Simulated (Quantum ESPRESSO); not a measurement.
# Mg (Im-3m) in Quantum ESPRESSO: reference runs

How does Mg come out in PBE? The cell is run as given and disturbed.

Program: Quantum ESPRESSO 7.5. These are calculated values, not measurements. Logs are shortened: lines on timing, memory, paths and dates and some standing lists are left out, and cuts for length are marked.

### Step 1. Starting point

It takes space group Im-3m (No. 229, cubic). The conventional cell has a = 3.546 Å, b = 3.546 Å, c = 3.546 Å, α = 90.00°, β = 90.00°, γ = 90.00°. Mg (site symmetry m-3m) is surrounded by 8 Mg at 3.07 Å.

This isn't the form of Mg at room conditions, which is hcp.

### Step 2. Single point, PBE

pw.in reads:

```
&CONTROL
  calculation = 'scf'
  prefix = 'pwscf'
  outdir = './tmp'
  pseudo_dir = './pseudo'
  tprnfor = .true.
  tstress = .true.
  disk_io = 'nowf'
/
&SYSTEM
  ibrav = 0
  nat = 1
  ntyp = 1
  ecutwfc = 55
  ecutrho = 440
  nbnd = 6
  occupations = 'smearing'
  smearing = 'fd'
  degauss = 0.00367493
/
&ELECTRONS
  conv_thr = 2d-10
  electron_maxstep = 120
  mixing_beta = 0.5
/
ATOMIC_SPECIES
Mg    24.3050 Mg.pbe-n-kjpaw_psl.0.3.0.UPF
CELL_PARAMETERS angstrom
  -1.7727644967    1.7727644967    1.7727644967
   1.7727644967   -1.7727644967    1.7727644967
   1.7727644967    1.7727644967   -1.7727644967
ATOMIC_POSITIONS crystal
Mg     0.0000000000    0.0000000000    0.0000000000
K_POINTS automatic
11 11 11 0 0 0
```

Potentials or basis: SSSP 1.3 efficiency PBE.

The run is started by

```bash
$ OMP_NUM_THREADS=1 pw.x -in pw.in > pw.out
```

pw.out:

```text
This program is part of the open-source Quantum ESPRESSO suite
     for quantum simulation of materials; please cite
         "P. Giannozzi et al., J. Phys.:Condens. Matter 21 395502 (2009);
         "P. Giannozzi et al., J. Phys.:Condens. Matter 29 465901 (2017);
         "P. Giannozzi et al., J. Chem. Phys. 152 154105 (2020);
     in publications or presentations arising from this work. More details at

     file Mg.pbe-n-kjpaw_psl.0.3.0.UPF: wavefunction(s)  3S renormalized
     Message from routine setup:
     using ibrav=0 with symmetry is DISCOURAGED, use correct ibrav instead

     G-vector sticks info
     --------------------
     sticks:   dense  smooth     PW     G-vecs:    dense   smooth      PW
     Sum        1113     557    173                23455     8391    1505

     Using Slab Decomposition

     bravais-lattice index     =            0
     lattice parameter (alat)  =       5.8024  a.u.
     unit-cell volume          =     150.3868 (a.u.)^3
     number of atoms/cell      =            1
     number of atomic types    =            1
     number of electrons       =         2.00
     number of Kohn-Sham states=            6
     kinetic-energy cutoff     =      55.0000  Ry
     charge density cutoff     =     440.0000  Ry
     scf convergence threshold =      2.0E-10
     mixing beta               =       0.5000
     number of iterations used =            8  plain     mixing
     Exchange-correlation= SLA  PW   PBX  PBC
                           (   1   4   3   4   0   0   0)

     celldm(1)=   5.802438  celldm(2)=   0.000000  celldm(3)=   0.000000
     celldm(4)=   0.000000  celldm(5)=   0.000000  celldm(6)=   0.000000

     crystal axes: (cart. coord. in units of alat)
               a(1) = (  -0.577350   0.577350   0.577350 )
               a(2) = (   0.577350  -0.577350   0.577350 )
               a(3) = (   0.577350   0.577350  -0.577350 )

     reciprocal axes: (cart. coord. in units 2 pi/alat)
               b(1) = ( -0.000000  0.866025  0.866025 )
               b(2) = (  0.866025 -0.000000  0.866025 )
               b(3) = (  0.866025  0.866025  0.000000 )

     PseudoPot. # 1 for Mg read from file:
     Mg.pbe-n-kjpaw_psl.0.3.0.UPF
     Pseudo is Projector augmented-wave + core cor, Zval =  2.0
     Generated using "atomic" code by A. Dal Corso  v.5.0.99 svn rev. 10869
     Shape of augmentation charge: PSQ
     Using radial grid of 1129 points,  4 beta functions with:
                l(1) =   0
                l(2) =   0
                l(3) =   1
                l(4) =   1
     Q(r) pseudized with 0 coefficients

     atomic species   valence    mass     pseudopotential
     Mg                2.00    24.30500     Mg( 1.00)

     48 Sym. Ops., with inversion, found

   Cartesian axes

     site n.     atom                  positions (alat units)
         1        Mg     tau(   1) = (   0.0000000   0.0000000   0.0000000  )

     number of k points=    56  Fermi-Dirac smearing, width (Ry)=  0.0037
                       cart. coord. in units 2pi/alat
        k(    1) = (   0.0000000   0.0000000   0.0000000), wk =   0.0015026
        k(    2) = (   0.0787296   0.0787296   0.0000000), wk =   0.0180316
        k(    3) = (   0.1574592   0.1574592   0.0000000), wk =   0.0180316
        k(    4) = (   0.2361887   0.2361887   0.0000000), wk =   0.0180316
        k(    5) = (   0.3149183   0.3149183   0.0000000), wk =   0.0180316
        k(    6) = (   0.3936479   0.3936479   0.0000000), wk =   0.0180316
[... 48 lines left out ...]
        k(   55) = (  -0.7872958  -0.0787296  -0.0787296), wk =   0.0120210
        k(   56) = (  -0.0000000  -0.0000000   0.7872958), wk =   0.0090158

     Dense  grid:    23455 G-vectors     FFT dimensions: (  40,  40,  40)

     Smooth grid:     8391 G-vectors     FFT dimensions: (  27,  27,  27)

     Initial potential from superposition of free atoms

     starting charge       1.9991, renormalised to       2.0000
     Starting wfcs are    4 randomized atomic wfcs +    2 random wfcs

     Self-consistent Calculation

     iteration #  1     ecut=    55.00 Ry     beta= 0.50
     Davidson diagonalization with overlap
     ethr =  1.00E-02,  avg # of iterations =  6.2

     Threshold (ethr) on eigenvalues was too large:
     Diagonalizing with lowered threshold

     Davidson diagonalization with overlap
     ethr =  1.84E-04,  avg # of iterations =  2.1

     total energy              =     -33.61514583 Ry
     estimated scf accuracy    <       0.00363307 Ry

     iteration #  2     ecut=    55.00 Ry     beta= 0.50
     Davidson diagonalization with overlap
     ethr =  1.82E-04,  avg # of iterations =  1.0

     total energy              =     -33.61514610 Ry
     estimated scf accuracy    <       0.00091006 Ry

     iteration #  3     ecut=    55.00 Ry     beta= 0.50
     Davidson diagonalization with overlap
     ethr =  4.55E-05,  avg # of iterations =  1.7

     total energy              =     -33.61517531 Ry
     estimated scf accuracy    <       0.00000006 Ry

     iteration #  4     ecut=    55.00 Ry     beta= 0.50
     Davidson diagonalization with overlap
     c_bands:  1 eigenvalues not converged
     c_bands:  1 eigenvalues not converged
     ethr =  2.93E-09,  avg # of iterations = 10.1

     total energy              =     -33.61526996 Ry
     estimated scf accuracy    <       0.00000042 Ry

     iteration #  5     ecut=    55.00 Ry     beta= 0.50
     Davidson diagonalization with overlap
     ethr =  2.93E-09,  avg # of iterations =  1.2

     total energy              =     -33.61526894 Ry
     estimated scf accuracy    <       0.00000042 Ry

     iteration #  6     ecut=    55.00 Ry     beta= 0.50
     Davidson diagonalization with overlap
     ethr =  2.93E-09,  avg # of iterations =  1.6

     total energy              =     -33.61526817 Ry
     estimated scf accuracy    <       0.00000017 Ry

     iteration #  7     ecut=    55.00 Ry     beta= 0.50
     Davidson diagonalization with overlap
     ethr =  2.93E-09,  avg # of iterations =  3.1

     total energy              =     -33.61526823 Ry
     estimated scf accuracy    <       0.00000001 Ry

     iteration #  8     ecut=    55.00 Ry     beta= 0.50
     Davidson diagonalization with overlap
     ethr =  5.71E-10,  avg # of iterations =  2.0

     total energy              =     -33.61526820 Ry
     estimated scf accuracy    <          7.5E-09 Ry

     iteration #  9     ecut=    55.00 Ry     beta= 0.50
     Davidson diagonalization with overlap
     ethr =  3.73E-10,  avg # of iterations =  1.5

     total energy              =     -33.61526820 Ry
     estimated scf accuracy    <          9.3E-10 Ry

     iteration # 10     ecut=    55.00 Ry     beta= 0.50
     Davidson diagonalization with overlap
     ethr =  4.65E-11,  avg # of iterations =  4.2

     End of self-consistent calculation

          k = 0.0000 0.0000 0.0000 (  1055 PWs)   bands (ev):

    -3.2770  17.0311  17.0311  19.2350  19.2350  19.2350

          k = 0.0787 0.0787 0.0000 (  1015 PWs)   bands (ev):

    -3.0778  14.9848  16.1462  16.2363  17.6403  18.0660

          k = 0.1575 0.1575 0.0000 (  1023 PWs)   bands (ev):

    -2.4832  11.8060  14.8137  15.1369  16.2821  17.3037

          k = 0.2362 0.2362 0.0000 (  1029 PWs)   bands (ev):

    -1.5010   8.8018  13.7190  14.2644  15.2533  16.5210

          k = 0.3149 0.3149 0.0000 (  1041 PWs)   bands (ev):

    -0.1451   6.0883  12.9695  13.6770  14.5676  15.9026

          k = 0.3936 0.3936 0.0000 (  1036 PWs)   bands (ev):

     1.5499   3.7138  12.5911  13.3830  14.2253  15.5678

          k = 0.1575 0.0787 0.0787 (  1014 PWs)   bands (ev):

    -2.6809  13.2744  13.7435  15.4447  17.3834  17.9940

          k = 0.2362 0.1575 0.0787 (  1028 PWs)   bands (ev):

    -1.8925  10.3659  12.3562  14.4008  16.5782  18.0489

          k = 0.3149 0.2362 0.0787 (  1037 PWs)   bands (ev):

    -0.7233   7.5290  11.4557  13.6030  15.7754  17.7622

          k = 0.3936 0.3149 0.0787 (  1045 PWs)   bands (ev):

     0.8077   4.9873  10.9144  13.1135  15.2652  17.3910

          k = 0.4724 0.3936 0.0787 (  1034 PWs)   bands (ev):

     2.4138   3.0436  10.7336  12.9488  15.0923  17.2495

          k = 0.3149 0.1575 0.1575 (  1034 PWs)   bands (ev):

    -0.9171   8.9461   9.7853  13.4758  17.0363  17.9814

          k = 0.3936 0.2362 0.1575 (  1042 PWs)   bands (ev):

     0.4290   6.5750   8.7531  12.8118  16.7463  18.7285

          k = 0.4724 0.3149 0.1575 (  1038 PWs)   bands (ev):

     2.1080   4.2570   8.3564  12.4721  16.4575  19.6938

          k = 0.4724 0.2362 0.2362 (  1036 PWs)   bands (ev):

     1.9333   5.6718   6.6081  12.3033  17.7666  18.6637

          k = 0.5511 0.3149 0.2362 (  1041 PWs)   bands (ev):

     3.4970   4.0852   6.1127  12.1308  17.9327  19.5692

          k = 0.1575 0.1575 0.1575 (  1034 PWs)   bands (ev):

    -2.0890  11.8402  11.8402  13.0841  19.2372  19.2373

          k = 0.2362 0.2362 0.1575 (  1038 PWs)   bands (ev):

    -1.1114   9.0781  10.7461  11.9090  18.8557  19.2227

          k = 0.3149 0.3149 0.1575 (  1040 PWs)   bands (ev):

     0.2379   6.4249  10.0136  11.1962  18.2240  18.8283

          k = 0.3936 0.3936 0.1575 (  1037 PWs)   bands (ev):

     1.9221   4.0778   9.6469  10.8418  17.8867  18.5815

          k =-0.0000-0.0000 0.1575 (  1016 PWs)   bands (ev):

    -2.8791  14.6176  14.6176  15.7385  17.0210  17.4178

          k = 0.3149 0.2362 0.2362 (  1042 PWs)   bands (ev):

     0.0466   7.8501   8.5904  10.7059  19.8365  20.3269

          k = 0.3936 0.3149 0.2362 (  1033 PWs)   bands (ev):

     1.5606   5.6548   7.7752  10.1177  19.6802  21.0005

          k = 0.4724 0.3936 0.2362 (  1040 PWs)   bands (ev):

     3.1345   3.7773   7.5708   9.9274  19.5495  21.1737

          k = 0.0000-0.0787 0.2362 (  1026 PWs)   bands (ev):

    -2.2858  11.9230  13.2796  14.8251  16.5284  16.9306

          k = 0.4724 0.3149 0.3149 (  1037 PWs)   bands (ev):

     3.1953   4.9435   5.8688   9.7025  20.9389  21.4578

          k =-0.0000-0.1575 0.3149 (  1036 PWs)   bands (ev):

    -1.3058   8.9640  12.2554  13.9458  16.0645  16.9362

          k = 0.0787-0.0787 0.3149 (  1030 PWs)   bands (ev):

    -1.5009  10.4012  11.0779  14.5045  15.6971  16.6900

          k =-0.0000-0.2362 0.3936 (  1041 PWs)   bands (ev):

     0.0470   6.2658  11.5661  13.2720  15.4332  17.1385

          k = 0.0787-0.1575 0.3936 (  1038 PWs)   bands (ev):

    -0.3369   7.8471   9.9564  14.0917  15.6624  16.4930

          k =-0.0000-0.3149 0.4724 (  1040 PWs)   bands (ev):

     1.7372   3.9000  11.2197  12.9219  15.1114  17.0032

          k = 0.0787-0.2362 0.4724 (  1033 PWs)   bands (ev):

     1.1867   5.3450   9.3979  13.6470  15.3054  17.5261

          k = 0.1575-0.1575 0.4724 (  1040 PWs)   bands (ev):

     0.9995   6.7661   7.6837  14.8543  15.0807  16.2046

          k =-0.7873-0.3149-0.3149 (  1038 PWs)   bands (ev):

     2.7755   3.4248   9.2144  13.4862  15.1536  18.6907

          k =-0.7086-0.2362-0.3149 (  1034 PWs)   bands (ev):

     2.6626   4.7703   6.9855  14.7317  15.0568  17.0612

          k =-0.6298-0.2362-0.2362 (  1039 PWs)   bands (ev):

     4.2231   4.2231   5.4567  14.6879  16.3167  16.3167

          k = 0.3149 0.3149 0.3149 (  1043 PWs)   bands (ev):

     1.3743   7.1195   7.1195   8.7916  22.4304  22.4304

          k = 0.3936 0.3936 0.3149 (  1035 PWs)   bands (ev):

     3.0230   5.0882   6.7544   8.1340  22.5853  22.7210

          k = 0.0000 0.0000 0.3149 (  1028 PWs)   bands (ev):

    -1.6964  11.9188  11.9188  12.6230  14.7072  18.5757

          k = 0.4724 0.3936 0.3936 (  1049 PWs)   bands (ev):

     4.5799   4.5799   5.5277   7.6055  23.8770  23.8770

          k =-0.0000-0.0787 0.3936 (  1038 PWs)   bands (ev):

    -0.7228   9.4238  10.8935  12.2258  14.3630  18.3954

          k =-0.0000-0.1575 0.4724 (  1036 PWs)   bands (ev):

     0.6208   6.7893  10.2090  11.7264  15.2190  17.8415

          k = 0.0787-0.0787 0.4724 (  1036 PWs)   bands (ev):

     0.4308   8.2262   8.9867  12.2883  13.7964  18.3082

          k =-0.0000-0.2362 0.5511 (  1038 PWs)   bands (ev):

     2.2968   4.4532   9.8666  11.4020  16.5560  17.5322

          k = 0.0787-0.1575 0.5511 (  1033 PWs)   bands (ev):

     1.9395   6.0323   8.1861  12.2580  14.5259  17.6641

          k =-0.7873-0.2362-0.2362 (  1036 PWs)   bands (ev):

     3.5003   4.1658   7.9857  12.1507  15.5860  16.6569

          k =-0.7086-0.1575-0.2362 (  1035 PWs)   bands (ev):

     3.5694   5.3147   6.2812  13.3847  14.2797  16.2710

          k =-0.0000-0.0000 0.4724 (  1036 PWs)   bands (ev):

     0.2401   9.8703   9.8703  10.2737  12.6194  20.1350

          k =-0.0000-0.0787 0.5511 (  1029 PWs)   bands (ev):

     1.5685   7.6196   9.1889  10.3258  12.5407  17.9218

          k =-0.0000-0.1575 0.6298 (  1032 PWs)   bands (ev):

     3.2220   5.3532   8.8486  10.1627  13.6150  15.9780

          k = 0.0787-0.0787 0.6298 (  1034 PWs)   bands (ev):

     3.0538   6.7739   7.5763  10.8129  12.1860  15.7588

          k =-0.7873-0.1575-0.1575 (  1047 PWs)   bands (ev):

     4.5901   5.1946   7.1467  11.0681  12.6495  14.4970

          k =-0.0000-0.0000 0.6298 (  1032 PWs)   bands (ev):

     2.8753   8.5101   8.5101   8.7047  10.9726  15.5630

          k =-0.0000-0.0787 0.7086 (  1042 PWs)   bands (ev):

     4.4994   6.5472   8.1713   9.1511  11.0353  13.6755

          k =-0.7873-0.0787-0.0787 (  1036 PWs)   bands (ev):

     6.0476   6.0476   7.0757  10.0775  10.0775  12.7173

          k =-0.0000-0.0000 0.7873 (  1048 PWs)   bands (ev):

     6.0894   7.8333   7.8333   7.9195   9.2628  12.0631

     the Fermi energy is     3.8120 ev

!    total energy              =     -33.61526820 Ry
     total all-electron energy =      -400.669477 Ry
     estimated scf accuracy    <          7.6E-11 Ry
     smearing contrib. (-TS)   =      -0.00018372 Ry
     internal energy E=F+TS    =     -33.61508448 Ry

     The total energy is F=E-TS. E is the sum of the following terms:
     one-electron contribution =       1.45552646 Ry
     hartree contribution      =       0.00332490 Ry
     xc contribution           =      -1.60195014 Ry
     ewald contribution        =      -2.17265114 Ry
     one-center paw contrib.   =     -31.29933456 Ry

     convergence has been achieved in  10 iterations

     Forces acting on atoms (cartesian axes, Ry/au):

     atom    1 type  1   force =     0.00000000    0.00000000    0.00000000

     Total force =     0.000000     Total SCF correction =     0.000000

     Computing stress (Cartesian axis) and pressure

          total   stress  (Ry/bohr**3)                   (kbar)     P=        8.15
   0.00005542  -0.00000000  -0.00000000            8.15       -0.00       -0.00
  -0.00000000   0.00005542  -0.00000000           -0.00        8.15       -0.00
  -0.00000000  -0.00000000   0.00005542           -0.00       -0.00        8.15

=------------------------------------------------------------------------------=
   JOB DONE.
=------------------------------------------------------------------------------=
```

Run time: 6.2 s. Hardware: 1 thread of Arm Neoverse V2, shared host; peak memory 0.05 GiB.

Results:

| Quantity | Value |
| --- | --- |
| Free energy | -457.3590 eV |
| Pressure | 0.8 GPa |
| Band gap on the k mesh | none (metal or under the smearing width) |

(Part 1 of 2 ends here.)
